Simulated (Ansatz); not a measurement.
The system is ZrB2.

```xyz
3
Lattice="3.1700 0.0000 0.0000 -1.5850 2.7453 0.0000 0.0000 0.0000 3.5330" Properties=species:S:1:pos:R:3 pbc="T T T"
Zr    0.0000    0.0000    0.0000
B     1.5850    0.9151    1.7665
B     0.0000    1.8302    1.7665
```

- Program: Ansatz 0.2.0
- Task: relaxation of cell and atoms
- Functional: PBEsol
- Potentials or basis: all-electron LAPW, scalar-relativistic
- Basis error allowed: 0.002 eV/atom
- k mesh: 10 × 10 × 8
- Occupations: fermi-dirac, width 0.05 eV
- Spin: no spin polarisation

At the start: volume 10.25 Å³/atom.

Question: How do energy, volume and symmetry change on relaxing?

Answer: Over 6 steps the energy falls by 2.2 meV/atom and the volume is 10.08 Å³/atom (-1.7 %); space group P6/mmm (No. 191, to 0.05 Å).

Step by step:
| step | energy change (eV) | largest force (eV/Å) | volume (Å³) |
| --- | --- | --- | --- |
| 1 | 0.0000 | 0.0000 | 30.75 |
| 2 | -0.0038 | 0.0000 | 30.00 |
| 3 | -0.0064 | 0.0000 | 30.22 |
| 4 | -0.0066 | 0.0000 | 30.24 |
| 5 | -0.0066 | 0.0000 | 30.23 |
| 6 | -0.0066 | 0.0000 | 30.23 |

Final structure:
```cif
data_structure
_symmetry_space_group_name_H-M 'P 1'
_symmetry_Int_Tables_number 1
_cell_length_a 3.1535
_cell_length_b 3.1535
_cell_length_c 3.5106
_cell_angle_alpha 90.000
_cell_angle_beta 90.000
_cell_angle_gamma 120.000
_cell_volume 30.23
loop_
_atom_site_label
_atom_site_type_symbol
_atom_site_fract_x
_atom_site_fract_y
_atom_site_fract_z
_atom_site_occupancy
Zr1 Zr 0.00000 0.00000 0.00000 1
B1 B 0.66667 0.33333 0.50000 1
B2 B 0.33333 0.66667 0.50000 1
```
